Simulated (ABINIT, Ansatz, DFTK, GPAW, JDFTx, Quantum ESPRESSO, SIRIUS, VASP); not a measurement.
## Au: 8 runs at one level of theory

```
Au
1.0
     0.00000    2.03500    2.03500
     2.03500    0.00000    2.03500
     2.03500    2.03500    0.00000
Au
1
Direct
  0.00000 0.00000 0.00000
```

Alike in all runs: task single point; functional PBEsol; k mesh 11 × 11 × 11; occupations fermi-dirac, width 0.05 eV; no spin polarisation; no spin-orbit coupling. Pressure is positive in compression and, in plane waves, holds the error of the finite cutoff.

```tsv
program and potentials	plane-wave cutoff (eV)	notes	pressure (GPa)
JDFTx, PseudoDojo-SR-PBEsol-0.4.1-standard with smoothed tails	1034	19 valence electrons an atom on average	1.23
ABINIT, PseudoDojo NC SR PBEsol v0.4.1 standard	1034	19 valence electrons an atom on average	1.24
Ansatz, all-electron LAPW, scalar-relativistic	-	-	1.66
SIRIUS, PseudoDojo 0.4.1 PBEsol standard (scalar relativistic)	1054	19 valence electrons an atom on average	1.26
GPAW, PAW data sets generated for this functional	600	11 valence electrons an atom on average	4.67
DFTK, PseudoDojo SR PBEsol 0.4.1 standard (PBEsol)	1034	19 valence electrons an atom on average	1.24
Quantum ESPRESSO, GBRV 1.5 PBEsol	612	11 valence electrons an atom on average	1.20
VASP, PBE PAW files Au, 520 eV	520	potentials made for PBE; 11 valence electrons an atom on average	1.38
```

The pressure spans 1.20 (Quantum ESPRESSO, GBRV 1.5 PBEsol) to 4.67 GPa (GPAW, PAW data sets generated for this functional), with all-electron results at 1.66.

The functional is the same throughout but for its coding, so the spread measures potentials, basis and numerics; runs on potential files found faulty are left out.
